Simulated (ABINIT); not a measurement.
The system is CdS (Greenockite).

```
Cd S
1.0
     4.15000    0.00000    0.00000
    -2.07500    3.59401    0.00000
     0.00000    0.00000    6.73700
Cd S
2 2
Direct
  0.66667 0.33333 0.50000
  0.33333 0.66667 0.00000
  0.66667 0.33333 0.87500
  0.33333 0.66667 0.37500
```

Base run:

```yaml
Program: ABINIT 10.8.3 (patched build)
Functional: PBE
Potentials_or_basis: JTH PAW PBE v2.0
Cutoff: 544 eV
k_mesh: 7 × 7 × 4
Occupations: fermi-dirac, width 0.05 eV
Spin: no spin polarisation
```

Its results: band gap on the k mesh 1.18 eV, direct; largest force 0.069 eV/Å.

**Question.** After a change of settings the same cell gave: band gap on the k mesh 1.31 eV, direct; largest force 0.070 eV/Å. Which change was it?
A. functional from PBE to PBEsol; k mesh from 7 × 7 × 4 to 3 × 3 × 2
B. functional from PBE to revPBE
C. functional from PBE to LDA-PZ; potentials or basis from JTH PAW PBE v2.0 to JTH PAW LDA v2.0
D. k mesh from 7 × 7 × 4 to 3 × 3 × 2

**Answer.** B.

Caveats: an odd mesh through Γ misses points on the zone boundary, where band edges often lie; the PAW data sets were made with another functional, which shifts forces and pressure a little (some runs).

Not every run made on this cell is shown here.
